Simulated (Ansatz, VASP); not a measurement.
# TiC in VASP and in Ansatz

INCAR

```
SYSTEM = TiC
PREC     = Accurate       ! precision mode
ENCUT    = 520            ! plane-wave cutoff, eV
EDIFF    = 1E-6           ! SCF threshold, eV
ISMEAR   = -1             ! smearing method
SIGMA    = 0.1            ! smearing width, eV
LREAL    = .FALSE.        ! projectors in reciprocal space
LASPH    = .TRUE.         ! aspherical terms in the spheres
NELM     = 60             ! most SCF steps
ALGO     = Fast           ! electronic algorithm
ISIF     = 2              ! what is computed and relaxed
LWAVE    = .FALSE.        ! write WAVECAR
LCHARG   = .FALSE.        ! write CHGCAR
GGA      = PS             ! functional
NBANDS   = 15             ! bands
```

The input KPOINTS:

```
Automatic mesh
0
G
  13 13 12
  0 0 0
```

The input POSCAR:

```
TiC
1.0
    2.8662080000      0.0000000000      0.0000000000
   -1.4331040000      2.4822120000      0.0000000000
    0.0000000000      0.0000000000      2.7955530000
Ti C
1 1
Direct
    0.0000000000      0.0000000000      0.0000000000
    0.6666700000      0.3333300000      0.5000000000
```

Input for Ansatz:

```yaml
crystal:
  lattice:
    - [2.866208, 0.0, 0.0]
    - [-1.433104, 2.482212, 0.0]
    - [0.0, 0.0, 2.795553]
  atoms:
    - { symbol: Ti, position: [0.0, 0.0, 0.0] }
    - { symbol: C, position: [0.66667, 0.33333, 0.5] }
  symmetry: { tolerance: 0.0003 }
kpoints:
  mp_grid: { grid: [13, 13, 12], shift: [0, 0, 0] }
  band_path:
    path:
      - [0.0, 0.0, 0.0]
      - [0.5, 0.0, 0.0]
      - [0.33333333, 0.33333333, 0.0]
      - [0.0, 0.0, 0.0]
      - [0.0, 0.0, 0.5]
      - [0.5, 0.0, 0.5]
      - [0.33333333, 0.33333333, 0.5]
      - [0.0, 0.0, 0.5]
      - [0.5, 0.0, 0.5]
      - [0.5, 0.0, 0.0]
      - [0.33333333, 0.33333333, 0.5]
    npoints: 6
magnetization:
  spin_polarized: false
scf:
  occupations: { method: fermi_dirac }
  lower_state_search: "off"
  max_iter: 200
hamiltonian:
  pseudopotentials: { kind: paw }
  xc: pbesol
basis:
  ecutwfc: 420
  fft_grid_basis: typed
output:
  forces: true
  stress: true
  eigenvalues: true
  bader: true
  populations: true
  elf: true
  write_potential: true
  volumetric_format: npy
  dos:
    e_range: [-12, 8]
    de: 0.05
    projected: { site_lists: { C: [C], Ti: [Ti] } }
checkpoint:
  read: saved_state
```

Alike in both runs: task single point; functional PBEsol; k mesh 13 × 13 × 12; no spin polarisation.

|  | VASP | Ansatz |
| --- | --- | --- |
| version | VASP 6.6.1 | Ansatz 0.2.0 |
| potentials or method | VASP PAW PBE potentials, release 64 (Ti_sv, C) | PAW plane waves |
| plane-wave cutoff (eV) | 520 | 420 |
| occupations | fermi-dirac, width 0.1 eV | fermi-dirac |
| valence electrons in the cell | 16 | 16 |

```csv
,VASP,Ansatz,Ansatz less VASP
pressure (GPa),10.6,10.8,+0.22
largest component of the traceless stress (GPa),19.72,19.84,+0.118
```

Ansatz warned: «structure_snapped_to_symmetry».

Caveats: the PAW data sets were made with another functional, which shifts forces and pressure a little (VASP).
